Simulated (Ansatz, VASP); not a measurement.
# Si in VASP and in Ansatz

The input INCAR:

```
PREC     = Accurate       # precision mode
ENCUT    = 520            # plane-wave cutoff, eV
EDIFF    = 1E-7           # SCF threshold, eV
ISMEAR   = -1             # smearing method
SIGMA    = 0.05           # smearing width, eV
LREAL    = False          # projectors in reciprocal space
LASPH    = True           # aspherical terms in the spheres
NELM     = 100            # most SCF steps
ALGO     = Fast           # electronic algorithm
ISIF     = 2              # what is computed and relaxed
LWAVE    = False          # write WAVECAR
LCHARG   = False          # write CHGCAR
GGA      = PE             # functional
IBRION   = 2              # ionic algorithm
NSW      = 60             # ionic steps
EDIFFG   = -0.01          # ionic threshold
```

Contents of KPOINTS:

```
regular mesh
0
Gamma
  8 8 8
```

The input POSCAR:

```
Si
1.0
    0.0000000000      2.7218511865      2.7218511865
    2.7762882102      0.0000000000      2.7218511865
    2.7762882102      2.7218511865      0.0000000000
Si
2
Direct
    0.5000000000      0.5000000000      0.5000000000
    0.7500000000      0.7500000000      0.7500000000
```

input.yaml

```yaml
crystal:
  lattice:
    - [0.0, 2.7218511865, 2.7218511865]
    - [2.7762882102, 0.0, 2.7218511865]
    - [2.7762882102, 2.7218511865, 0.0]
  atoms:
    - { symbol: Si, position: [0.5, 0.5, 0.5] }
    - { symbol: Si, position: [0.75, 0.75, 0.75] }
hamiltonian:
  xc: pbe
  pseudopotentials: { kind: paw }
kpoints:
  mp_grid: { grid: [8, 8, 8] }
scf:
  occupations: { method: fermi_dirac, width: 0.05 }
output:
  forces: true
  stress: true
  eigenvalues: true
relax:
  f_tol: 0.01
  max_steps: 40
```

Change from the starting cell: strain = 0.02.

Alike in both runs: task relaxation of the atoms; functional PBE; k mesh 8 × 8 × 8; occupations fermi-dirac, width 0.05 eV; no spin polarisation.

```csv
,VASP,Ansatz
version,VASP 6.6.1,Ansatz 0.2.0
potentials or method,"VASP PAW PBE potentials, release 64 (Si)",Ansatz PAW
plane-wave cutoff (eV),520,420
valence electrons in the cell,8,8
```

```csv
,VASP,Ansatz,Ansatz less VASP
"gap on the k mesh at the Fermi level, each at its own relaxed structure (eV)",0.55,0.55,-0.003
```

Caveats: the relaxation stopped at its first step, so nothing moved. A k mesh can miss the band edges.
